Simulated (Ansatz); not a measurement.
TaN:

```xyz
2
Lattice="0.0000 2.2113 2.2113 2.2113 0.0000 2.2113 2.2113 2.2113 0.0000" Properties=species:S:1:pos:R:3 pbc="T T T"
Ta    2.2113    2.2113    2.2113
N     0.0000    0.0000    0.0000
```

The cell comes from a database or a generator and needn't be the stable form of this composition.

* Program: Ansatz 0.2.0
* Task: relaxation of cell and atoms
* Functional: revPBE
* Dispersion: D4
* Potentials or basis: all-electron LAPW, scalar-relativistic
* Basis error allowed: 0.001 eV/atom
* k mesh: 10 × 10 × 10
* Occupations: fermi-dirac, width 0.05 eV
* Spin: no spin polarisation

At the start: volume 10.81 Å³/atom.

Question: Where does the relaxation end?

Answer: Over 5 steps the energy falls by 6.6 meV/atom and the volume is 10.55 Å³/atom (-2.4 %); space group Fm-3m (No. 225, to 0.05 Å).

The path:
```tsv
step	energy change (eV)	largest force (eV/Å)	volume (Å³)
1	0.0000	0.0000	21.63
2	-0.0112	0.0000	20.89
3	-0.0133	0.0000	21.11
4	-0.0133	0.0000	21.10
5	-0.0133	0.0000	21.10
```

Final structure:
```
Ta N
1.0
     0.00000    2.19318    2.19318
     2.19318    0.00000    2.19318
     2.19318    2.19318    0.00000
Ta N
1 1
Direct
  0.50000 0.50000 0.50000
  0.00000 0.00000 0.00000
```
